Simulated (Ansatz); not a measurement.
# HCN on Ir (111)

This session takes Ir and sets out to prepare the clean (111) slab, then adsorb HCN from several starts and take the binding apart.

Computed with Ansatz 0.2.0 (DFT PBE+D3(BJ), scalar-relativistic, plane waves, PAW, unless a step's input says otherwise).

## Step 1: Starting point

It takes space group Fm-3m (No. 225, cubic). Conventional cell: a = 3.841 Å, b = 3.841 Å, c = 3.841 Å, α = 90.00°, β = 90.00°, γ = 90.00°. Around Ir (site symmetry m-3m) lie 12 Ir at 2.72 Å.

Coordinates:

```
CELL_PARAMETERS angstrom
0.00000 1.92026 1.92026
1.92026 0.00000 1.92026
1.92026 1.92026 0.00000
ATOMIC_POSITIONS crystal
Ir 0.00000 0.00000 0.00000
```

This cell was relaxed beforehand with the same method: volume 14.16 Å³/atom, gap on the mesh none (metal).

## Step 2: The slab

Miller indices refer to the conventional cell of the relaxed bulk, Fm-3m (No. 225): a = 3.841 Å, b = 3.841 Å, c = 3.841 Å, α = 90.00°, β = 90.00°, γ = 90.00°.

A (111) slab, 4.4 Å thick as cut, with 16 Å of vacuum, in a 2×2 surface cell; its outer planes are Ir (top) and Ir (bottom).

The slab as cut. Layers, bottom to top:

| plane | atoms per cell | height over the lowest (Å) |
| --- | --- | --- |
| 1 | Ir4 | 0.00 |
| 2 | Ir4 | 2.22 |
| 3 | Ir4 | 4.43 |

## Step 3: Relaxing the clean slab

input.yaml

```yaml
crystal:
  lattice:
    - [5.4313155574, 0.0, 0.0]
    - [-2.7156577787, 4.7036572487, 0.0]
    - [0.0, 0.0, 20.4346505826]
  atoms:
    - { symbol: Ir, position: [0.3333333333, 0.1666666667, 0.3914918911] }
    - { symbol: Ir, position: [0.3333333333, 0.6666666667, 0.3914918911] }
    - { symbol: Ir, position: [0.8333333333, 0.1666666667, 0.3914918911] }
    - { symbol: Ir, position: [0.8333333333, 0.6666666667, 0.3914918911] }
    - { symbol: Ir, position: [0.6666666667, 0.3333333333, 0.5] }
    - { symbol: Ir, position: [0.6666666667, 0.8333333333, 0.5] }
    - { symbol: Ir, position: [0.1666666667, 0.3333333333, 0.5] }
    - { symbol: Ir, position: [0.1666666667, 0.8333333333, 0.5] }
    - { symbol: Ir, position: [0.0, 0.5, 0.6085081089] }
    - { symbol: Ir, position: [0.0, 0.0, 0.6085081089] }
    - { symbol: Ir, position: [0.5, 0.5, 0.6085081089] }
    - { symbol: Ir, position: [0.5, 0.0, 0.6085081089] }
basis:
  ecutwfc: 420
kpoints:
  mp_grid: { grid: [4, 4, 1] }
hamiltonian:
  xc: pbe
  dispersion: d3bj
scf:
  occupations: { method: gaussian, width: 0.1 }
output:
  forces: true
  eigenvalues: true
  write_density: true
  write_potential: true
  elf: true
  volumetric_format: npy
relax:
  adjacent_minimum: "off"
  f_tol: 0.03
  max_steps: 70
  constraints: [{ sites: [0, 1, 2, 3] }]
efield:
  axis: 3
  dipole_correction: true
  ramp_width: 0.04
```

The run is started by

```bash
> ansatz run input.yaml --threads 4 --pin off --max-ram 10240MiB --backend cpu --events-out ev --progress --plain --runs-dir out
```

The session goes on with these runs: HCN, flat, over a hollow (nearest Ir) site; HCN, tilted, over a bridge (Ir-Ir) site; HCN, donor, over a top (Ir) site; the lowest end once more, with its density; the slab alone, frozen as in the lowest end; the molecules alone, frozen as adsorbed.

**Question.** What will these runs give? Wanted: clean slab: work function; HCN: lowest end; interaction of the frozen parts; electrons moved above the midplane.

**Answer**, as computed:

| quantity | value |
| --- | --- |
| clean slab: work function | 5.30 eV |
| HCN: lowest end | E_ads -0.81 eV, donor start over top Ir |
| interaction of the frozen parts | -1.13 eV a cell |
| cost of deforming the slab | 0.19 eV |
| cost of deforming and crowding the molecules | 0.13 eV |
| electrons moved above the midplane | +0.018 |

What this shows: HCN binds with 0.81 eV a molecule at best. In all 0.56 electrons are rearranged, and 0.02 cross the midplane towards the molecule. Spin-orbit coupling is left out, which matters for the bands of Ir.
